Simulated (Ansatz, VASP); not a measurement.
Ga: VASP beside Ansatz

INCAR

```
PREC     = Accurate       # precision mode
ENCUT    = 520            # plane-wave cutoff, eV
EDIFF    = 1E-6           # SCF threshold, eV
ISMEAR   = -1             # smearing method
SIGMA    = 0.1            # smearing width, eV
LREAL    = False          # projectors in reciprocal space
LASPH    = True           # aspherical terms in the spheres
NELM     = 100            # most SCF steps
ALGO     = Normal         # electronic algorithm
ISIF     = 2              # what is computed and relaxed
LWAVE    = False          # write WAVECAR
LCHARG   = False          # write CHGCAR
GGA      = PS             # functional
NBANDS   = 12             # bands
```

KPOINTS

```
regular mesh
0
Gamma
  15 15 15
```

Contents of POSCAR:

```
Ga
1.0
    2.6605680771      0.0000000000      0.0000000000
    0.0000000000      2.6605680771      0.0000000000
    0.0000000000      0.0000000000      2.6605680771
Ga
1
Direct
    0.0000000000      0.0000000000      0.0000000000
```

Input for Ansatz:

```yaml
crystal:
  lattice:
    - [2.6605680771, 0.0, 0.0]
    - [0.0, 2.6605680771, 0.0]
    - [0.0, 0.0, 2.6605680771]
  atoms:
    - { symbol: Ga, position: [0.0, 0.0, 0.0] }
kpoints:
  mp_grid: { grid: [15, 15, 15] }
  band_path:
    path:
      - [0.0, 0.0, 0.0]
      - [0.0, 0.5, 0.0]
      - [0.5, 0.5, 0.0]
      - [0.0, 0.0, 0.0]
      - [0.5, 0.5, 0.5]
      - [0.0, 0.5, 0.0]
      - [0.5, 0.5, 0.5]
      - [0.5, 0.5, 0.0]
    npoints: 14
scf:
  occupations: { method: fermi_dirac, width: 0.1 }
hamiltonian:
  xc: pbesol
  pseudopotentials: { kind: all_electron, lapw: { basis_error: 0.001 } }
output:
  forces: true
  stress: true
  eigenvalues: true
  populations: true
  dos: { projected: true, de: 0.2, e_range: [-14, 8] }
```

This isn't the form of Ga at room conditions, which is orthorhombic.

Alike in both runs: task single point; functional PBEsol; k mesh 15 × 15 × 15; occupations fermi-dirac, width 0.1 eV; no spin polarisation.

```csv
,VASP,Ansatz
version,VASP 6.6.1,Ansatz 0.2.0
potentials or method,"VASP PAW PBE potentials, release 64 (Ga_d)","all-electron LAPW, scalar-relativistic"
plane-wave cutoff (eV),520,see its input
```

|  | VASP | Ansatz | Ansatz less VASP |
| --- | --- | --- | --- |
| pressure (GPa) | 0.0 | 0.0 | -0.02 |

Ansatz ran all-electron here, so the differences hold the error of VASP's frozen core and of both bases.

Caveats: the PAW data sets were made with another functional, which shifts forces and pressure a little (VASP).
